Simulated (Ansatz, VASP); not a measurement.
InGaP2: VASP beside Ansatz

```
CELL_PARAMETERS angstrom
3.99727 0.00000 0.00000
0.00000 3.99727 0.00000
0.00000 0.00000 5.65300
ATOMIC_POSITIONS crystal
Ga 0.00000 0.00000 0.00000
P 0.50000 0.00000 0.22877
P 0.00000 0.50000 0.77123
In 0.50000 0.50000 0.50000
```

Alike in both runs: task single point; functional r2SCAN; k mesh 8 × 8 × 6; no spin polarisation.

|  | VASP | Ansatz |
| --- | --- | --- |
| version | VASP 6.6.1 | Ansatz 0.2.0 |
| potentials or method | VASP PAW PBE potentials, release 64 (Ga_d, P, In_d) | scalar-relativistic, plane waves, PAW |
| plane-wave cutoff (eV) | 520 | 500 |
| occupations | gaussian, width 0.01 eV | fixed |
| valence electrons in the cell | 36 | 36 |

```tsv
	VASP	Ansatz	Ansatz less VASP
gap on the k mesh at the Fermi level (eV)	1.44	1.45	+0.008
least direct gap on the mesh (eV)	1.44	1.45	+0.008
```

Caveats: spin-orbit coupling is left out, which moves the levels of the heavy elements. r2SCAN opens gaps a little over a GGA but as a rule still falls short of measured ones. A k mesh can miss the band edges.
